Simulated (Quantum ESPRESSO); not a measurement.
The system is HfN.

```
Hf N
1.0
     0.00000    2.25600    2.25600
     2.25600    0.00000    2.25600
     2.25600    2.25600    0.00000
Hf N
1 1
Cartesian
  0.0000 0.0000 0.0000
  2.2560 2.2560 2.2560
```

| Property | Result |
| --- | --- |
| Program | Quantum ESPRESSO 7.5 |
| Task | phonons |
| Functional | PBE |
| Potentials or basis | GBRV 1.5 PBE |
| Cutoff | 612 eV |
| Density cutoff | 4898 eV |
| k mesh | 10 × 10 × 10 |
| Occupations | cold, width 0.2 eV |
| Spin | no spin polarisation |
| Mixing beta | 0.5 |
| Most SCF iterations | 120 |
| SCF threshold | 4e-10 Ry |

The cell and the atoms were relaxed first, to 11.71 Å³/atom (a = 3.212 Å, b = 3.212 Å, c = 3.212 Å, α = 60.00°, β = 60.00°, γ = 60.00°), and the response was taken there.

Question: What is the highest optical frequency at the zone centre?

Answer: 476 cm⁻¹, a mode of symmetry T1u (IR).

Optical modes at Γ, degenerate ones joined:
| cm⁻¹ | components | symmetry | active in |
| --- | --- | --- | --- |
| 476 | 3 | T1u | IR |
